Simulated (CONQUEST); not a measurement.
AlN under changes of volume

One of the cells (10.417 Å³/atom); the others are scaled copies at fixed shape and fractional positions:

```
Al N
1.0
     3.08863    0.00000    0.00000
     0.00000    3.08863    0.00000
     0.00000    0.00000    4.36799
Al N
2 2
Direct
  0.00000 0.00000 0.00000
  0.50000 0.50000 0.50000
  0.00000 0.50000 0.75000
  0.50000 0.00000 0.25000
```

Measurements of this composition are mostly on another form, of space group No. 186.

| Property | Result |
| --- | --- |
| Program | CONQUEST 1.3 |
| Functional | PBE |
| Potentials or basis | PseudoDojo NC PBE, DZ, grid of 36 × 36 × 48 points |
| k mesh | 9 × 9 × 6 |
| Occupations | fermi-dirac, width 0.05 eV |
| Spin | no spin polarisation |

```tsv
volume (Å³/atom)	energy over the lowest point (meV/atom)	pressure (GPa)	gap on the mesh (eV)
9.792	100.01	27.4	3.63
10.001	67.69	22.3	3.63
10.209	42.75	15.7	3.63
10.417	25.08	11.4	3.62
10.626	12.11	8.1	3.61
10.834	?	?	?
11.042	0.00	1.3	3.60
```

Q: What does the run at 10.834 Å³/atom give?

A: Energy over the lowest point 3.89 meV/atom; pressure 4.7 GPa; gap on the mesh 3.61 eV.

Worked out: A Birch-Murnaghan fit of order 3 (a polynomial in V^(-2/3)) to the other rows has its minimum at 11.22 Å³/atom, just outside them, with B0 = V·E''(V) = 111 GPa (rough, since the energies scatter). It gives 4.18 meV/atom at 10.834 Å³/atom, against the run's 3.89, and -dE/dV = 4.6 GPa, against 4.7. A straight line through the other rows of the gap, of slope -0.277 eV per unit of ln V, gives 3.61 eV, against the run's 3.61.

Energies are extrapolated to zero smearing.

Caveats: the atomic basis is small; an odd mesh through Γ misses points on the zone boundary, where band edges often lie; the basis of atomic orbitals isn't converged, which shifts pressures, moduli and gaps; the real-space grid breaks the cell's symmetry a little.
